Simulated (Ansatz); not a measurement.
BAs built on the zincblende prototype, relaxed with r2SCAN in the plane-wave code Ansatz: the symmetry is F-43m (No. 216, cubic); conventional cell a = 4.784 Å, 13.68 Å³ an atom. Around B lie 4 As at 2.07 Å; around As lie 4 B at 2.07 Å. The primitive cell holds 2 atoms in 27.37 Å³. No magnetic order and no zero-point or thermal motion.

Computed values: Without spin-orbit coupling PBE's valence top is a threefold level at Γ and the gap is 1.188 eV; with it the level splits into four states above two, Δ₀ = 0.209 eV apart. HSE06 (6×6×6) gives a least gap of 1.83 eV and a least direct gap of 4.11 eV. r2SCAN's ε∞ is 9.32.

**If the centre of gravity stays and the conduction band doesn't move, what gap follows with spin-orbit coupling?** The fourfold level rises by Δ₀/3 = 0.070 eV and the twofold one falls by 2Δ₀/3, so E_g ≈ 1.188 − 0.070 = 1.118 eV. The PBE+SOC run gives 1.124 eV, +0.005 eV from the estimate.

**At what wavelength does absorption set in by HSE06, excitons left aside?** λ = 1239.84 eV nm/E: 678 nm for the least gap, where it needs phonons and is weak, and 302 nm for direct transitions.

**What refractive index and reflectivity at normal incidence follow, below the gap and above the phonons?** n = √9.32 = 3.053; R = ((n − 1)/(n + 1))² = (2.053/4.053)² = 25.7 % a face.

Only the levels marked +SOC include spin-orbit coupling.

The meshes of the hybrids are coarse, so their gaps aren't converged to the digits shown.
